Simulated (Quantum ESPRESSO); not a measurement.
The system is V.

```
V
1.0
     2.60429    0.00000    0.00000
    -1.30215    2.25538    0.00000
     0.00000    0.00000    4.72334
V
2
Direct
  0.33333 0.66667 0.25000
  0.66667 0.33333 0.75000
```

This isn't the form of V at room conditions, which is bcc.

Base run:

| Item | Value |
| --- | --- |
| Program | Quantum ESPRESSO 7.5 |
| Functional | PBEsol |
| Potentials or basis | GBRV 1.5 PBEsol |
| Cutoff | 612 eV |
| Density cutoff | 4898 eV |
| k mesh | 12 × 12 × 6 |
| Occupations | fermi-dirac, width 0.05 eV |
| Spin | collinear spin, antiferromagnetic start |
| Starting moments | [2.0, -2.0] μB |
| Hubbard terms | V d U = 1 eV |

Its results: band gap on the k mesh none (metal or under the smearing width); pressure -6.5 GPa; net moment 0.00 μB per cell.

Problem. The run is repeated on the same cell with these changes: hubbard terms from V d U = 1 eV to V d U = 6 eV. What comes out?

Solution. Band gap on the k mesh none (metal or under the smearing width); pressure 47.7 GPa; net moment 0.00 μB per cell; site moments V +3.06, -3.06 μB.

Caveats: the U is typed as a test and isn't derived for this compound; a pressure of tens of GPa on the cell as given is suspect, and the run, the potentials or the cell itself is likely at fault (some runs).
